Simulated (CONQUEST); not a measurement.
Crystal: MnO2.

```
Mn O
1.0
     2.86708    0.00000    0.00000
     0.00000    4.40042    0.00000
     0.00000    0.00000    4.40042
Mn O
2 4
Direct
  0.50000 0.50000 0.50000
  0.00000 0.00000 0.00000
  0.50000 0.19508 0.19508
  0.00000 0.69508 0.30492
  0.50000 0.80492 0.80492
  0.00000 0.30492 0.69508
```

The cell is a database's computed one.

- Program: CONQUEST 1.3
- Task: single point
- Functional: PBEsol
- Potentials or basis: PseudoDojo NC PBEsol, DZP, grid cutoff 150 Ha
- k mesh: 9 × 6 × 6
- Occupations: fermi-dirac, width 0.05 eV
- Spin: collinear spin, ferromagnetic start
- Starting moments: [4.0, 4.0, 0.0, 0.0, 0.0, 0.0] μB

On this cell: pressure 0.1 GPa; largest force 0.015 eV/Å; net moment 5.95 μB per cell; site moments Mn +2.82; O +0.08 μB; band gap on the k mesh none (metal or under the smearing width).

The same run follows on a disturbed copy (atoms moved at random, drawn with an rms of 0.05 Å):

```
CELL_PARAMETERS angstrom
2.86708 0.00000 0.00000
0.00000 4.40042 0.00000
0.00000 0.00000 4.40042
ATOMIC_POSITIONS crystal
Mn 0.49101 0.49172 0.50974
Mn 0.98855 0.99393 0.98996
O 0.52103 0.19233 0.18510
O 0.98475 0.70275 0.30318
O 0.48940 0.79404 0.80288
O 0.01137 0.28962 0.69642
```

**Question.** What does the disturbed cell give?

**Answer.** The energy (extrapolated to zero smearing) moves by +32.7 meV/atom; pressure 0.7 GPa; largest force 1.754 eV/Å; net moment 5.95 μB per cell; site moments Mn +2.87, +2.78; O +0.08, +0.07 μB; band gap on the k mesh none (metal or under the smearing width).

Forces on the atoms (eV/Å):
```
Mn   0.641  0.504 -1.553
Mn   0.718 -0.323  1.100
O   -1.187  0.315  0.194
O    0.380 -1.067  0.921
O    0.151  0.015  0.084
O   -0.725  0.570 -0.765
```

Stress tensor (GPa, compression positive):
```
-0.82 -0.30 -3.03
-0.30  1.02 -0.14
-3.03 -0.14  1.90
```

Caveats: moments can come out somewhat high in this basis; the basis of atomic orbitals isn't converged, which shifts pressures, moduli and gaps; semilocal functionals often make such compounds metallic where correlation or magnetic order opens a gap, which also shifts bond lengths; only a ferromagnetic start was run, and an antiferromagnetic order may lie lower in energy.
